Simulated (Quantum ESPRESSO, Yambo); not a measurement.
# SiC (P6_3mc): G0W0 in Yambo against the screening cutoff

How does the gap of SiC (P6_3mc) converge in the screening cutoff?

Main program and level: Yambo 5.3.0; PBE and many-body steps on it, plane waves.

## 1. The starting structure

The structure is hexagonal, space group P6_3mc (No. 186). The conventional cell has a = 3.074 Å, b = 3.074 Å, c = 5.045 Å, α = 90.00°, β = 90.00°, γ = 120.00°. Nearest to Si lie 4 C at 1.88 to 1.90 Å. Nearest to C lie 4 Si at 1.88 to 1.90 Å. Farther neighbours are not listed.

Structure file:

```xyz
4
Lattice="3.0735 0.0000 0.0000 -1.5368 2.6617 0.0000 0.0000 0.0000 5.0452" Properties=species:S:1:pos:R:3 pbc="T T T"
Si    0.0000    1.7745    2.5206
Si    1.5368    0.8872    5.0432
C     0.0000    1.7745    4.4166
C     1.5368    0.8872    1.8940
```

The cell and positions are those that the Materials Project relaxed with its own functionals (PBE, PBE+U or r2SCAN), kept fixed.

## 2. 3.25 Ha

This step: Yambo 5.3.0; G0W0 on PBE, plane waves, norm-conserving pseudopotentials.

G0W0 replaces the xc potential by the self-energy, built once from these orbitals. Only a window of levels is corrected, while the sums run over the empty bands that the input names.

File gw7.in:

```
HF_and_locXC
gw0
dyson
ppa
em1d
rim_cut
RandQpts= 1000000
RandGvec= 1 RL
EXXRLvcs= 74 Ry
VXCRLvcs= 296 Ry
Chimod= "HARTREE"
% BndsRnXp
 1 | 131 |
%
NGsBlkXp= 6.5 Ry
% LongDrXp
 1 | 1 | 1 |
%
% GbndRnge
 1 | 131 |
%
DysSolver= "n"
ExtendOut
PPAPntXp= 27.21138 eV
% QPkrange
 1 | 1 | 7 | 10 |
 7 | 7 | 7 | 10 |
 4 | 4 | 7 | 10 |
%
```

On the command line:

```console
$ OMP_NUM_THREADS=1 mpirun -n 4 yambo -F gw7.in -J gw7 -C gw7 > gw7.log
```

What it wrote:

```text
 Yambo, version 5.3.0

 [02] CORE Variables Setup
 =========================

  [... cell, symmetries and grids as in the set-up ...]

  [02.05] Energies & Occupations
  ==============================

  [X] === General ===
  [X] Electronic Temperature                        :  0.000000  0.000000 [eV K]
  [X] Bosonic    Temperature                        :  0.000000  0.000000 [eV K]
  [X] Finite Temperature mode                       : no
  [X] El. density                                   :  0.38765E+24 [cm-3]
  [X] Fermi Level                                   :  9.679822 [eV]

  [X] === Gaps and Widths ===
  [X] Conduction Band Min                           :  2.275274 [eV]
  [X] Valence Band Max                              :  0.000000 [eV]
  [X] Filled Bands                                  :   8
  [X] Empty Bands                                   :     9   495
  [X] Direct Gap                                    :  4.293375 [eV]
  [X] Direct Gap localized at k                     :   4
  [X] Indirect Gap                                  :  2.275274 [eV]
  [X] Indirect Gap between kpts                     :   1   7
  [X] Last valence band width                       :  3.841673 [eV]
  [X] 1st conduction band width                     :  3.637217 [eV]

 [03] Transferred momenta grid and indexing
 ==========================================

 IBZ Q-points                                      :  10
 BZ  Q-points                                      :   36

 K/Q-points units:
 rlu = crystal or reduced units; cc = cartesian coordinates; iku = interal k-units

 Q [ 1]         [rlu]:  0.000000  0.000000  0.000000
 Q [ 2]         [rlu]:  0.000000  0.000000  0.250000
 Q [ 3]         [rlu]:  0.000000  0.000000 -0.500000
 Q [ 4]         [rlu]:  0.13002E-17  0.33333       0.0000
 Q [ 5]         [rlu]:  0.13002E-17  0.33333      0.25000
 Q [ 6]         [rlu]:  0.13002E-17  0.33333     -0.50000
 Q [ 7]         [rlu]:  0.333333  0.333333  0.000000
 Q [ 8]         [rlu]:  0.333333  0.333333  0.250000
 Q [ 9]         [rlu]:  0.333333  0.333333 -0.500000
 Q [10]         [rlu]: -0.13002E-17 -0.33333      0.25000

 [04] Coloumb potential Random Integration (RIM)
 ===============================================

  [04.01] RIM initialization
  ==========================

  * Diagonal components only detected *

  8 x (sBL volume)        :  0.197901 [a.u.]
  sBZ random points       :  1000000
  Points outside the sBZ  :   7980387
  RL volume               :  0.890552 [a.u.]
  Integrated volume       :  0.892741 [a.u.]

  [04.02] RIM integrals
  =====================

  Gamma point sphere radius             :  0.105706 [a.u.]
  Points outside the sphere             :   813532
  [Int_sBZ(q=0) 1/q^2]*(Vol_sBZ)^(-1/3) =:  7.220554
                                 should be <:  7.795600

  Summary of Coulomb integrals for non-metallic bands |Q|[au] RIM/Bare

  Q [1] 0.100000E-4 0.926235 * Q [2] 0.164755 0.634104
  Q [3] 0.329510 0.865201 * Q [4] 0.416384 1.148315
  Q [5] 0.447794 1.092429 * Q [10] 0.447794 1.091223
  Q [6] 0.530992 1.025609 * Q [7] 0.721198 1.047178
  Q [8] 0.739778 1.040957 * Q [9] 0.792908 1.027150

 [WARNING] [Xp] User bands 1-131 break level degeneracy

 [05] Dipoles
 ============

  [05.01] Setup: observables and procedures
  =========================================

  [WARNING] [x,Vnl] slows the Dipoles computation. To neglect it rename the ns.kb_pp file

 [06] Dynamic Dielectric Matrix (PPA)
 ====================================

 [WR./gw7//ndb.pp]---------------------------------------------------------------
  Brillouin Zone Q/K grids (IBZ/BZ)                :   10   36   10   36
  RL vectors                                       :   3863 [WF]
  Coulomb cutoff potential                         : none
  Electronic Temperature                           :  0.000000 [K]
  Bosonic    Temperature                           :  0.000000 [K]
  PPA    diel. fun.  energies                      : Perdew, Burke & Ernzerhof(X)+Perdew, Burke & Ernzerhof(C)
  wavefunctions                                    : Perdew, Burke & Ernzerhof(X)+Perdew, Burke & Ernzerhof(C)
  Global Gauge                                     : length
  X matrix size                                    :   73
  X band range                                     :    1  131
  X e/h energy range                               : -1.000000 -1.000000 [eV]
  X Time ordering                                  : R
  X Hxc Kernel                                     : HARTREE
  X Drude frequency                                :  0.000000  0.000000
  X poles                                          :  100.0000 [o/o]
  RL vectors in the sum                            :   3863
  [r,Vnl] included                                 : yes
  Field direction                                  :  0.577350E-5  0.577350E-5  0.577350E-5
  BZ energy Double Grid                            : no
  BZ energy DbGd points                            : 0
  BZ Q point size factor                           : -1.000000
  X Optical Averaged directions                    : none

 [07] Local Exchange-Correlation + Non-Local Fock
 ================================================

 [VXC] Plane waves :  23897
 [EXS] Plane waves :  2997

 QP @ state[ 1 ] K range:  1  1
 QP @ state[ 1 ] b range:   7  10
 QP @ state[ 2 ] K range:   4   4
 QP @ state[ 2 ] b range:   7  10
 QP @ state[ 3 ] K range:   7   7
 QP @ state[ 3 ] b range:   7  10

 [xc] Functional : Perdew, Burke & Ernzerhof(X)+Perdew, Burke & Ernzerhof(C)
 [xc] LIBXC used to calculate xc functional
  PP Number of Atomic Species                      :  2
  NLCC RL compoments                               :  23897
  PP Number of Atomic Species                      :  2
  NLCC RL compoments                               :  23897

 [xc] E_xc :  -6.122893 [Ha]
      E_xc :  -12.24579 [Ry]

  Local XC kind (lXC) : Perdew, Burke & Ernzerhof(X)+Perdew, Burke & Ernzerhof(C)
  Non-Local XC kind (nlXC) : Hartree-Fock

  Corrections @ K [1] :  [eV]
 <7|nlXC|7> = -17.90070 -0.75369E-17 <7|lXC|7> = -15.07649 -0.37763E-15
 <8|nlXC|8> = -17.89996  0.23054E-17 <8|lXC|8> = -15.07649  0.18882E-15
 <9|nlXC|9> = -6.642601 -0.31287E-17 <9|lXC|9> = -12.10977  0.000000
 <10|nlXC|10> = -7.132412 -0.42845E-18 <10|lXC|10> = -12.77445  0.000000

  Corrections @ K [4] :  [eV]
 <7|nlXC|7> = -16.72897 -0.23772E-16 <7|lXC|7> = -13.77183  0.37763E-15
 <8|nlXC|8> = -17.81726  0.20993E-16 <8|lXC|8> = -14.66735 -0.94408E-16
[...]
Corrections @ K [7] :  [eV]
[...]
<8|nlXC|8> = -16.98770 -0.12933E-16 <8|lXC|8> = -13.15182  0.18882E-15
 <9|nlXC|9> = -5.496468 -0.35002E-19 <9|lXC|9> = -9.860270 -0.51630E-17
 <10|nlXC|10> = -6.335978 -0.19368E-18 <10|lXC|10> = -12.29223 -0.28323E-15

 [08] Dyson equation: Newton solver
 ==================================

  [08.01] G0W0 (W PPA)
  ====================

  [  GW  ] Bands range     :    1  131
  [GW/PPA] G damping       :  0.100000 [eV]

  QP @ state[ 1 ] K range:  1  1
  QP @ state[ 1 ] b range:   7  10
  QP @ state[ 2 ] K range:   4   4
  QP @ state[ 2 ] b range:   7  10
  QP @ state[ 3 ] K range:   7   7
  QP @ state[ 3 ] b range:   7  10

   Sc/G bands                                       :    1  131
   Sc/G damping                                     :  0.100000 ev
   Sc bands terminator                              : no
   Sx RL components                                 :  2997

   QP @ state[ 1 ] K range                          :  1  1
   QP @ state[ 1 ] b range                          :   7  10
   QP @ state[ 2 ] K range                          :   4   4
   QP @ state[ 2 ] b range                          :   7  10
   QP @ state[ 3 ] K range                          :   7   7
   QP @ state[ 3 ] b range                          :   7  10
   GF energies kind                                 : Perdew, Burke & Ernzerhof(X)+Perdew, Burke & Ernzerhof(C)
   GF WF`s kind                                     : Perdew, Burke & Ernzerhof(X)+Perdew, Burke & Ernzerhof(C)
   Xs energies kind                                 : Perdew, Burke & Ernzerhof(X)+Perdew, Burke & Ernzerhof(C)
   Xs WF`s kind                                     : Perdew, Burke & Ernzerhof(X)+Perdew, Burke & Ernzerhof(C)

 [11] Game Over & Game summary
```

It took 25 s on 4 MPI ranks of Arm Neoverse V1, shared host; peak memory 1.4 GiB; 97 s of CPU time.

This step gave:

* G0W0 gap on the points computed: 2.726 eV
* starting gap on the mesh: 2.275 eV
* k of the valence top: 0, 0, 0
* k of the conduction bottom: 0.3333, 0.3333, 0
* least direct G0W0 gap on the computed points: 5.030 eV
* Z at the valence top: 0.8003
* Z at the conduction bottom: 0.8280

The gap on the mesh goes from 2.28 eV to 2.73 eV, a correction of +0.45 eV.

## 3. 5.25 Ha

gw8.in, as its differences from gw7.in of step 2:

```diff
@@ -14,3 +14,3 @@
 %
-NGsBlkXp= 6.5 Ry
+NGsBlkXp= 10.5 Ry
 % LongDrXp
```

On the command line:

```console
$ OMP_NUM_THREADS=1 mpirun -n 4 yambo -F gw8.in -J gw8 -C gw8 > gw8.log
```

What it wrote:

```text
 Yambo, version 5.3.0

 [02] CORE Variables Setup
 =========================

  [... cell, symmetries and grids as in the set-up ...]

  [02.05] Energies & Occupations
  ==============================

  [X] === General ===
  [X] Electronic Temperature                        :  0.000000  0.000000 [eV K]
  [X] Bosonic    Temperature                        :  0.000000  0.000000 [eV K]
  [X] Finite Temperature mode                       : no
  [X] El. density                                   :  0.38765E+24 [cm-3]
  [X] Fermi Level                                   :  9.679822 [eV]

  [X] === Gaps and Widths ===
  [X] Conduction Band Min                           :  2.275274 [eV]
  [X] Valence Band Max                              :  0.000000 [eV]
  [X] Filled Bands                                  :   8
  [X] Empty Bands                                   :     9   495
  [X] Direct Gap                                    :  4.293375 [eV]
  [X] Direct Gap localized at k                     :   4
  [X] Indirect Gap                                  :  2.275274 [eV]
  [X] Indirect Gap between kpts                     :   1   7
  [X] Last valence band width                       :  3.841673 [eV]
  [X] 1st conduction band width                     :  3.637217 [eV]

 [03] Transferred momenta grid and indexing
 ==========================================

 IBZ Q-points                                      :  10
 BZ  Q-points                                      :   36

 K/Q-points units:
 rlu = crystal or reduced units; cc = cartesian coordinates; iku = interal k-units

 Q [ 1]         [rlu]:  0.000000  0.000000  0.000000
 Q [ 2]         [rlu]:  0.000000  0.000000  0.250000
 Q [ 3]         [rlu]:  0.000000  0.000000 -0.500000
[...]
E_xc :  -12.24579 [Ry]

  Local XC kind (lXC) : Perdew, Burke & Ernzerhof(X)+Perdew, Burke & Ernzerhof(C)
  Non-Local XC kind (nlXC) : Hartree-Fock

  Corrections @ K [1] :  [eV]
 <7|nlXC|7> = -17.90070 -0.75369E-17 <7|lXC|7> = -15.07649 -0.37763E-15
 <8|nlXC|8> = -17.89996  0.23054E-17 <8|lXC|8> = -15.07649  0.18882E-15
 <9|nlXC|9> = -6.642601 -0.31287E-17 <9|lXC|9> = -12.10977  0.000000
[...]
Corrections @ K [4] :  [eV]
[...]
Corrections @ K [7] :  [eV]
[...]
<9|nlXC|9> = -5.496468 -0.35002E-19 <9|lXC|9> = -9.860270 -0.51630E-17
 <10|nlXC|10> = -6.335978 -0.19368E-18 <10|lXC|10> = -12.29223 -0.28323E-15

 [08] Dyson equation: Newton solver
 ==================================

  [08.01] G0W0 (W PPA)
  ====================

  [  GW  ] Bands range     :    1  131
  [GW/PPA] G damping       :  0.100000 [eV]

  QP @ state[ 1 ] K range:  1  1
  QP @ state[ 1 ] b range:   7  10
  QP @ state[ 2 ] K range:   4   4
  QP @ state[ 2 ] b range:   7  10
  QP @ state[ 3 ] K range:   7   7
  QP @ state[ 3 ] b range:   7  10

   Sc/G bands                                       :    1  131
   Sc/G damping                                     :  0.100000 ev
   Sc bands terminator                              : no
   Sx RL components                                 :  2997

   QP @ state[ 1 ] K range                          :  1  1
   QP @ state[ 1 ] b range                          :   7  10
   QP @ state[ 2 ] K range                          :   4   4
   QP @ state[ 2 ] b range                          :   7  10
   QP @ state[ 3 ] K range                          :   7   7
   QP @ state[ 3 ] b range                          :   7  10
   GF energies kind                                 : Perdew, Burke & Ernzerhof(X)+Perdew, Burke & Ernzerhof(C)
   GF WF`s kind                                     : Perdew, Burke & Ernzerhof(X)+Perdew, Burke & Ernzerhof(C)
   Xs energies kind                                 : Perdew, Burke & Ernzerhof(X)+Perdew, Burke & Ernzerhof(C)
   Xs WF`s kind                                     : Perdew, Burke & Ernzerhof(X)+Perdew, Burke & Ernzerhof(C)

 [11] Game Over & Game summary
```

Run time: 36 s. Hardware: 4 MPI ranks; peak memory 1.4 GiB; 2.3 min of CPU time.

This step gave:

```yaml
g0w0_gap_on_the_points_computed: 2.896 eV
starting_gap_on_the_mesh: 2.275 eV
k_of_the_valence_top: 0, 0, 0
k_of_the_conduction_bottom: 0.3333, 0.3333, 0
least_direct_g0w0_gap_on_the_computed_points: 5.160 eV
z_at_the_valence_top: 0.7970
z_at_the_conduction_bottom: 0.8278
```

Against the run before, the gap moves by +0.170 eV.

## 4. 10.5 Ha

gw9.in, as its differences from gw8.in of step 3:

```diff
@@ -14,3 +14,3 @@
 %
-NGsBlkXp= 10.5 Ry
+NGsBlkXp= 21 Ry
 % LongDrXp
```

On the command line:

```console
$ OMP_NUM_THREADS=1 mpirun -n 4 yambo -F gw9.in -J gw9 -C gw9 > gw9.log
```

What it wrote:

```text
 Yambo, version 5.3.0

 [02] CORE Variables Setup
 =========================

  [... cell, symmetries and grids as in the set-up ...]

  [02.05] Energies & Occupations
  ==============================

  [X] === General ===
  [X] Electronic Temperature                        :  0.000000  0.000000 [eV K]
  [X] Bosonic    Temperature                        :  0.000000  0.000000 [eV K]
  [X] Finite Temperature mode                       : no
  [X] El. density                                   :  0.38765E+24 [cm-3]
[...]
QP @ state[ 2 ] b range                          :   7  10
   QP @ state[ 3 ] K range                          :   7   7
   QP @ state[ 3 ] b range                          :   7  10
   GF energies kind                                 : Perdew, Burke & Ernzerhof(X)+Perdew, Burke & Ernzerhof(C)
   GF WF`s kind                                     : Perdew, Burke & Ernzerhof(X)+Perdew, Burke & Ernzerhof(C)
   Xs energies kind                                 : Perdew, Burke & Ernzerhof(X)+Perdew, Burke & Ernzerhof(C)
   Xs WF`s kind                                     : Perdew, Burke & Ernzerhof(X)+Perdew, Burke & Ernzerhof(C)

 [11] Game Over & Game summary
```

Run time: 2.9 min. Hardware: 4 MPI ranks; peak memory 1.4 GiB.

Numbers from this step:

| Quantity | Value |
| --- | --- |
| G0W0 gap on the points computed | 2.953 eV |
| starting gap on the mesh | 2.275 eV |
| k of the valence top | 0, 0, 0 |
| k of the conduction bottom | 0.3333, 0.3333, 0 |
| least direct G0W0 gap on the computed points | 5.206 eV |

Against the run before, the gap moves by +0.057 eV.

## 5. 13 Ha

gw10.in, as its differences from gw9.in of step 4:

```diff
@@ -14,3 +14,3 @@
 %
-NGsBlkXp= 21 Ry
+NGsBlkXp= 26 Ry
 % LongDrXp
```

On the command line:

```console
$ OMP_NUM_THREADS=1 mpirun -n 4 yambo -F gw10.in -J gw10 -C gw10 > gw10.log
```

What it wrote:

```text
 Yambo, version 5.3.0

 [02] CORE Variables Setup
 =========================

  [... cell, symmetries and grids as in the set-up ...]

  [02.05] Energies & Occupations
  ==============================

  [X] === General ===
  [X] Electronic Temperature                        :  0.000000  0.000000 [eV K]
  [X] Bosonic    Temperature                        :  0.000000  0.000000 [eV K]
  [X] Finite Temperature mode                       : no
  [X] El. density                                   :  0.38765E+24 [cm-3]
[...]
QP @ state[ 2 ] b range                          :   7  10
   QP @ state[ 3 ] K range                          :   7   7
   QP @ state[ 3 ] b range                          :   7  10
   GF energies kind                                 : Perdew, Burke & Ernzerhof(X)+Perdew, Burke & Ernzerhof(C)
   GF WF`s kind                                     : Perdew, Burke & Ernzerhof(X)+Perdew, Burke & Ernzerhof(C)
   Xs energies kind                                 : Perdew, Burke & Ernzerhof(X)+Perdew, Burke & Ernzerhof(C)
   Xs WF`s kind                                     : Perdew, Burke & Ernzerhof(X)+Perdew, Burke & Ernzerhof(C)

 [11] Game Over & Game summary
```

The job ended after 5.6 min (4 MPI ranks; peak memory 1.5 GiB; 22 min of CPU time).

This step gave:

```
G0W0 gap on the points computed              : 2.957 eV
starting gap on the mesh                     : 2.275 eV
k of the valence top                         : 0, 0, 0
k of the conduction bottom                   : 0.3333, 0.3333, 0
least direct G0W0 gap on the computed points : 5.208 eV
```

Against the run before, the gap moves by +0.003 eV.

## 6. 16.25 Ha

gw11.in, as its differences from gw10.in of step 5:

```diff
@@ -14,3 +14,3 @@
 %
-NGsBlkXp= 26 Ry
+NGsBlkXp= 32.5 Ry
 % LongDrXp
```

On the command line:

```console
$ OMP_NUM_THREADS=1 mpirun -n 4 yambo -F gw11.in -J gw11 -C gw11 > gw11.log
```

What it wrote:

```text
 Yambo, version 5.3.0

 [02] CORE Variables Setup
 =========================

  [... cell, symmetries and grids as in the set-up ...]

  [02.05] Energies & Occupations
  ==============================

  [X] === General ===
  [X] Electronic Temperature                        :  0.000000  0.000000 [eV K]
  [X] Bosonic    Temperature                        :  0.000000  0.000000 [eV K]
  [X] Finite Temperature mode                       : no
  [X] El. density                                   :  0.38765E+24 [cm-3]
[...]
QP @ state[ 2 ] b range                          :   7  10
   QP @ state[ 3 ] K range                          :   7   7
   QP @ state[ 3 ] b range                          :   7  10
   GF energies kind                                 : Perdew, Burke & Ernzerhof(X)+Perdew, Burke & Ernzerhof(C)
   GF WF`s kind                                     : Perdew, Burke & Ernzerhof(X)+Perdew, Burke & Ernzerhof(C)
   Xs energies kind                                 : Perdew, Burke & Ernzerhof(X)+Perdew, Burke & Ernzerhof(C)
   Xs WF`s kind                                     : Perdew, Burke & Ernzerhof(X)+Perdew, Burke & Ernzerhof(C)

 [11] Game Over & Game summary
```

It took 9.8 min on 4 MPI ranks; peak memory 1.6 GiB.

Numbers from this step:

```yaml
g0w0_gap_on_the_points_computed: 2.958 eV
starting_gap_on_the_mesh: 2.275 eV
k_of_the_valence_top: 0, 0, 0
k_of_the_conduction_bottom: 0.3333, 0.3333, 0
least_direct_g0w0_gap_on_the_computed_points: 5.210 eV
```

Against the run before, the gap moves by +0.002 eV.

## 7. Side by side

Times are wall times on 4 MPI ranks of Arm Neoverse V1, shared host, good to a factor of about two.

```csv
run,mesh,bands,screening cutoff (eV),DFT gap (eV),gap on the mesh (eV),direct (eV),time
3.25 Ha,3×3×4,131,88.4,2.275,2.726,5.030,25 s
5.25 Ha,3×3×4,131,142.9,2.275,2.896,5.160,36 s
10.5 Ha,3×3×4,131,285.7,2.275,2.953,5.206,2.9 min
13 Ha,3×3×4,131,353.7,2.275,2.957,5.208,5.6 min
16.25 Ha,3×3×4,131,442.2,2.275,2.958,5.210,9.8 min
```

## 8. Outcome

| Quantity | Value |
| --- | --- |
| 3.25 Ha | 2.726 eV |
| 5.25 Ha | 2.896 eV |
| 10.5 Ha | 2.953 eV |
| 13 Ha | 2.957 eV |
| 16.25 Ha | 2.958 eV |
| known limits | not at the basis limit; coarse k mesh |

**Reading.** The setting moved: screening cutoff. From 3.25 Ha to 16.25 Ha the gap moves by +0.23 eV, for 23 times the time. It holds to 0.03 eV from 10.5 Ha on. Bands and screening cutoff are coupled, so a series along one setting does not show full convergence. Bands and cutoff are finite, so the gap is not at the basis limit. The miss can reach some tenths of an eV and take either sign; the mesh is an error of its own. In the G0W0 runs levels were corrected at 3 k points alone, so a gap called «on the mesh» is the least over those, and an edge elsewhere would be missed. The 3×3×4 mesh is coarse for this cell, which bears on the long-range parts of exchange and screening.

[Paths, hosts, dates, memory and timing lines, banners, echoed tables and standing remarks are left out of the program output.]

[Logs are printed without paths, hosts, clocks, repeated set-up lines and the standing remarks that a program may print on its own settings, such as how far it seeks lower states.]

[Runs of the session that timed out or met a known fault of the program may be left out.]

[Hosts, paths, dates, database ids (printed as entryN), source tags and the programs' standing remarks are cut or masked in the printed files.]
